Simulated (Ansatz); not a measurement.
# TiO2: the cost of one run

Computed with Ansatz 0.2.0 (DFT PBE, scalar-relativistic, plane waves, PAW, unless a step's input says otherwise).

## (1) The starting structure

Symmetry: Imma, No. 74, orthorhombic system. Conventional cell: a = 5.946 Å, b = 6.575 Å, c = 6.575 Å, α = 90.00°, β = 90.00°, γ = 90.00°. Ti (site symmetry mm2) has 6 O at 1.94 to 2.00 Å in its first shell of neighbours. Around Ti (site symmetry 2/m) lie 6 O at 1.96 to 2.00 Å. O (site symmetry m) has 3 Ti at 1.94 to 2.00 Å in its first shell of neighbours. O (site symmetry m) has 3 Ti at 1.96 to 2.00 Å in its first shell of neighbours.

Coordinates:

```cif
data_structure
_symmetry_space_group_name_H-M 'Imma'
_symmetry_Int_Tables_number 74
_cell_length_a 5.9463
_cell_length_b 6.5747
_cell_length_c 6.5748
_cell_angle_alpha 90.000
_cell_angle_beta 90.000
_cell_angle_gamma 90.000
_cell_volume 257.05
loop_
_atom_site_label
_atom_site_type_symbol
_atom_site_symmetry_multiplicity
_atom_site_Wyckoff_symbol
_atom_site_fract_x
_atom_site_fract_y
_atom_site_fract_z
_atom_site_occupancy
Ti1 Ti 4 e 0.50000 0.75000 0.25476 1
Ti2 Ti 4 c 0.75000 0.25000 0.25000 1
O1 O 8 i 0.74985 0.25000 0.55492 1
O2 O 8 h 0.50000 0.94510 0.75038 1
```

The runs take a perfect supercell of 48 atoms; the defect goes to fractional position (0.755, 0.625, 0.375).

## (2) The perfect supercell

File input.yaml:

```yaml
crystal:
  lattice:
    - [0.0, 0.0, 6.574804]
    - [5.94632, -6.574738, 0.0]
    - [5.94632, 6.574738, 0.0]
  atoms:
    - { symbol: Ti, position: [0.754755, 0.625, 0.375] }
    - { symbol: Ti, position: [0.254755, 0.625, 0.875] }
    - { symbol: Ti, position: [0.254755, 0.125, 0.375] }
    - { symbol: Ti, position: [0.754755, 0.125, 0.875] }
    - { symbol: Ti, position: [0.245245, 0.875, 0.125] }
    - { symbol: Ti, position: [0.745245, 0.875, 0.625] }
    - { symbol: Ti, position: [0.745245, 0.375, 0.125] }
    - { symbol: Ti, position: [0.245245, 0.375, 0.625] }
    - { symbol: Ti, position: [0.75, 0.0, 0.25] }
    - { symbol: Ti, position: [0.25, 0.0, 0.75] }
    - { symbol: Ti, position: [0.25, 0.5, 0.25] }
    - { symbol: Ti, position: [0.75, 0.5, 0.75] }
    - { symbol: Ti, position: [0.25, 0.25, 0.0] }
    - { symbol: Ti, position: [0.75, 0.25, 0.5] }
    - { symbol: Ti, position: [0.75, 0.75, 0.0] }
    - { symbol: Ti, position: [0.25, 0.75, 0.5] }
    - { symbol: O, position: [0.054918, 0.999926, 0.249926] }
    - { symbol: O, position: [0.554918, 0.999926, 0.749926] }
    - { symbol: O, position: [0.554918, 0.499926, 0.249926] }
    - { symbol: O, position: [0.054918, 0.499926, 0.749926] }
    - { symbol: O, position: [0.750384, 0.02745, 0.47255] }
    - { symbol: O, position: [0.250384, 0.02745, 0.97255] }
    - { symbol: O, position: [0.250384, 0.52745, 0.47255] }
    - { symbol: O, position: [0.750384, 0.52745, 0.97255] }
    - { symbol: O, position: [0.054919, 0.750074, 7.4e-05] }
    - { symbol: O, position: [0.554919, 0.750074, 0.500074] }
    - { symbol: O, position: [0.55492, 0.250074, 7.4e-05] }
    - { symbol: O, position: [0.05492, 0.250074, 0.500074] }
    - { symbol: O, position: [0.750383, 0.22255, 0.27745] }
    - { symbol: O, position: [0.250383, 0.22255, 0.77745] }
    - { symbol: O, position: [0.250382, 0.72255, 0.27745] }
    - { symbol: O, position: [0.750382, 0.72255, 0.77745] }
    - { symbol: O, position: [0.249617, 0.27745, 0.22255] }
    - { symbol: O, position: [0.749617, 0.27745, 0.72255] }
    - { symbol: O, position: [0.749618, 0.77745, 0.22255] }
    - { symbol: O, position: [0.249618, 0.77745, 0.72255] }
    - { symbol: O, position: [0.249616, 0.47255, 0.02745] }
    - { symbol: O, position: [0.749616, 0.47255, 0.52745] }
    - { symbol: O, position: [0.749616, 0.97255, 0.02745] }
    - { symbol: O, position: [0.249616, 0.97255, 0.52745] }
    - { symbol: O, position: [0.94508, 0.749926, 0.499926] }
    - { symbol: O, position: [0.44508, 0.749926, 0.999926] }
    - { symbol: O, position: [0.445081, 0.249926, 0.499926] }
    - { symbol: O, position: [0.945081, 0.249926, 0.999926] }
    - { symbol: O, position: [0.945081, 0.500074, 0.250074] }
    - { symbol: O, position: [0.445081, 0.500074, 0.750074] }
    - { symbol: O, position: [0.445082, 7.5e-05, 0.250074] }
    - { symbol: O, position: [0.945082, 7.5e-05, 0.750074] }
basis:
  ecutwfc: 420
  fft_grid_basis: typed
kpoints:
  mp_grid: { grid: [2, 2, 2] }
hamiltonian:
  xc: pbe
  pseudopotentials: { kind: paw }
scf:
  occupations: { method: gaussian, width: 0.05 }
output:
  forces: true
  stress: false
  eigenvalues: true
  bader: false
  write_density: true
  volumetric_format: npy
```

On the command line:

```
ansatz run input.yaml --threads 4 --pin off --max-ram 10240MiB --backend cpu --events-out ev --progress --plain --runs-dir out
```

Q: Estimate wall time and peak memory on 4 threads of Arm Neoverse V1, shared host.

About 17 s, with a peak of 2.7 GiB.
